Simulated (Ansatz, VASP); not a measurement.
# Sn in VASP and in Ansatz

```xyz
1
Lattice="2.9190 0.0000 0.0000 0.0000 2.9190 0.0000 0.0000 0.0000 2.9190" Properties=species:S:1:pos:R:3 pbc="T T T"
Sn    0.0000    0.0000    0.0000
```

Alike in both runs: task single point; functional LDA; k mesh 12 × 12 × 12; occupations fermi-dirac, width 0.1 eV; no spin polarisation.

|  | VASP | Ansatz |
| --- | --- | --- |
| version | VASP 6.6.1 | Ansatz 0.2.0 |
| potentials or method | VASP PAW LDA potentials, release 64 (Sn_d) | plane waves (420 eV) with PAW, scalar-relativistic |
| plane-wave cutoff (eV) | 520 | 420 |
| valence electrons in the cell | 14 | 14 |

|  | VASP | Ansatz | Ansatz less VASP |
| --- | --- | --- | --- |
| pressure (GPa) | 6.3 | 6.3 | -0.07 |

Ansatz warned: «pseudo_functional_mismatch».
